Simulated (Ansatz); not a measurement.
Runs of Ansatz 0.2.0 on MoS2. Symmetry: P-3m1, No. 164, trigonal system. Conventional cell: a = 3.227 Å, b = 3.227 Å, c = 6.312 Å, α = 90.00°, β = 90.00°, γ = 120.00°. Mo (site symmetry -3m) is surrounded by 6 S at 2.42 Å. S (site symmetry 3m) has 3 Mo at 2.42 Å as nearest neighbours. Measurements of this composition are mostly on another form, of space group No. 194.

| task | level | U | cutoff (eV) | basis error allowed | gap on the mesh (eV) | pressure (GPa) | V0 of scaled cells (Å³/atom) | B0 (GPa) | largest force (eV/Å) |
| --- | --- | --- | --- | --- | --- | --- | --- | --- | --- |
| band structure | LDA | - | 238 | 0.002 eV/atom | - | -5.9 | - | - | 0.15 |
| density of states | PBEsol+U | Mo d U = 2 eV | 238 | 0.002 eV/atom | none | -3.5 | - | - | - |
| equation of state | PBEsol | - | - | 0.002 eV/atom | - | - | 18.50 | 142 | - |
| equation of state | PBEsol | - | - | 0.001 eV/atom | - | - | 18.50 | 142 | - |
| single point | PBEsol | - | 258 | 0.001 eV/atom | none | -3.4 | - | - | 0.02 |
| density of states | PBEsol | - | 238 | 0.002 eV/atom | none | -3.4 | - | - | 0.02 |
| density of states | PBEsol+U | Mo d U = 4 eV | 238 | 0.002 eV/atom | none | -3.5 | - | - | 0.02 |
| equation of state | LDA | - | - | 0.002 eV/atom | - | - | (a) | 150 | - |

Alike in all rows: potentials or basis all-electron LAPW, scalar-relativistic; no spin polarisation; cell as given; k mesh 9 × 9 × 4; smearing fermi-dirac 0.05 eV.

Question: Estimate the missing entries.

Answer: (a) 18.17.

Caveats: this functional lacks dispersion, which binds the layers, so the pressure and a relaxed spacing across them are unreliable (some runs); the cell was scaled at fixed shape and fractional positions, which overstates the stiffness of a crystal with free parameters, most of all of layers and chains (some runs); U is the effective U less J, on atomic orbitals that reach past the spheres (some runs); U without spin polarisation on a metal has little footing (some runs).

A k mesh can miss the band edges, and the runs leave out spin-orbit coupling on Mo.

A gap of «none» marks a metal or a gap under the smearing width.

Not every run made on this cell is shown here.
